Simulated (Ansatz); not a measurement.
**Mg: frozen-core PAW against all-electron methods**

```
CELL_PARAMETERS angstrom
3.16590 0.00000 0.00000
-1.58295 2.74175 0.00000
0.00000 0.00000 5.13991
ATOMIC_POSITIONS crystal
Mg 0.33333 0.66667 0.25000
Mg 0.66667 0.33333 0.75000
```

Atom numbers follow the list: Mg1, Mg2.

The cell is COD entry 9008506, as deposited and not checked against the literature; nothing was relaxed. The listed cell was then made from it by scaling, straining or moving an atom.

Methods: DFT, PBEsol, PAW with Ansatz's default frozen-core files, scalar-relativistic (Ansatz 0.2.0); DFT, PBEsol, all-electron LAPW, scalar-relativistic (Ansatz 0.2.0).

For PAW: a Γ-centred 12×12×7 k mesh, Fermi–Dirac smearing of 0.05 eV, cutoff 420 eV, no spin polarisation; the PAW files were made with PBE, and the program remakes their frozen cores for this functional. LAPW targets a basis error of 1 meV/atom. The Ansatz runs share mesh, smearing and spin set-up. Plane-wave (PAW) pressures include the program's estimate of the Pulay term.

Stress and pressure are positive in compression.

The cell's volume is scaled by 0.96.

PAW results:

| quantity | PAW |
| --- | --- |
| pressure (GPa) | 0.31 |
| stress xx (GPa) | 0.62 |
| stress zz (GPa) | -0.29 |

(1) What does all-electron LAPW give for the same quantities?

## Answers

(1) 
```tsv
quantity	LAPW
pressure (GPa)	0.29
stress xx (GPa)	0.60
stress zz (GPa)	-0.31
```
